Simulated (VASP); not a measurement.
A run of VASP 6.6.1 is set up as follows.

File INCAR:

```
SYSTEM = Al
  ALGO = Normal
  EDIFF = 1E-7
  ENCUT = 520
  GGA = PE
  ISIF = 2
  ISMEAR = 0
  LASPH = .True.
  LCHARG = .True.
  LELF = .True.
  LREAL = .False.
  LVHAR = .True.
  LWAVE = .False.
  NBANDS = 8
  NELM = 60
  PREC = Accurate
  SIGMA = 0.013000000000000001
```

The input KPOINTS:

```
k-points
0
Gamma
  11 11 11
  0 0 0
```

File POSCAR:

```
Al
1.0
    0.0000000000      2.0248050000      2.0248050000
    2.0248050000      0.0000000000      2.0248050000
    2.0248050000      2.0248050000      0.0000000000
Al
1
Direct
    0.0000000000      0.0000000000      0.0000000000
```

Potentials or basis: VASP PAW PBE potentials, release 64 (Al).

Run with:

```console
$ cat potpaw_PBE.64/Al/POTCAR > POTCAR
$ mpirun -np 1 vasp_std > vasp.out
```

**Question.** Predict the band gap on the k mesh.

**Answer.** None (metal or under the smearing width).

**Question.** Predict the pressure.

**Answer.** -0.6 GPa.
